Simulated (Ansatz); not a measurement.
We consider α-phase Li3N, described by PBEsol (Ansatz, a program for electronic structure, plane waves, PAW).

Run with plane-wave cutoff 520 eV, 12×12×10 k mesh (along the axes of the cell as run), Fermi–Dirac smearing 0.01 eV, scalar-relativistic PAW data made under PBE.

Response to compression and expansion (c/a stays at 1.065):

Shape and atoms are relaxed at each volume.

```json
[
 {"V (Å³/atom)": "10.397", "P (GPa)": "2.41", "direct gap at Γ (eV)": "1.416", "smallest gap on the k mesh (eV)": "1.095"},
 {"V (Å³/atom)": "10.614", "P (GPa)": "1.15", "direct gap at Γ (eV)": "1.354", "smallest gap on the k mesh (eV)": "1.105"},
 {"V (Å³/atom)": "10.830", "P (GPa)": "0.00", "direct gap at Γ (eV)": "1.295", "smallest gap on the k mesh (eV)": "1.086"},
 {"V (Å³/atom)": "11.047", "P (GPa)": "-1.04", "direct gap at Γ (eV)": "1.238", "smallest gap on the k mesh (eV)": "1.034"},
 {"V (Å³/atom)": "11.263", "P (GPa)": "-1.99", "direct gap at Γ (eV)": "1.182", "smallest gap on the k mesh (eV)": "0.982"}
]
```

The fundamental gap (1.09 eV at the equilibrium volume, with added k points) lies elsewhere than Γ–Γ.

Measured, for comparison: band gap 2.15 eV (4 K, not corrected to a static lattice, indirect, optical absorption, E parallel c; as tabulated in Brendecke and Bludau (1979), doi:10.1063/1.326533).
